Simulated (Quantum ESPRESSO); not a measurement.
## Pd: equation of state with r2SCAN

Pd:

```xyz
1
Lattice="-1.5723 1.5723 1.5723 1.5723 -1.5723 1.5723 1.5723 1.5723 -1.5723" Properties=species:S:1:pos:R:3 pbc="T T T"
Pd    0.0000    0.0000    0.0000
```

This isn't the form of Pd at room conditions, which is fcc.

| Quantity | Value |
| --- | --- |
| Program | Quantum ESPRESSO 7.5 |
| Task | equation of state |
| Functional | r2SCAN |
| Potentials or basis | SG15 PBE 1.2 |
| Cutoff | 952 eV |
| Density cutoff | 3810 eV |
| k mesh | 9 × 9 × 9 |
| Occupations | fermi-dirac, width 0.05 eV |
| Spin | no spin polarisation |
| Symmetry | off |
| Mixing beta | 0.5 |
| Most SCF iterations | 120 |
| SCF threshold | 1e-08 Ry |

```
Equilibrium volume                      : 14.92 Å³/atom
Bulk modulus                            : 186 GPa
Pressure derivative of the bulk modulus : 5.6
```

Energy against volume, from the lowest point:
```tsv
volume (Å³/atom)	energy (meV/atom)
14.614	3.76
14.925	0.00
15.236	3.77
15.547	14.10
15.858	30.15
16.169	51.16
16.480	76.49
```

All runs of the series together: 8.3 min on 2 threads of Intel(R) Xeon(R) 6975P-C (Granite Rapids), with other jobs on the host.

Caveat: the k mesh is coarse; the potentials were made for another functional, which shifts forces and pressure.
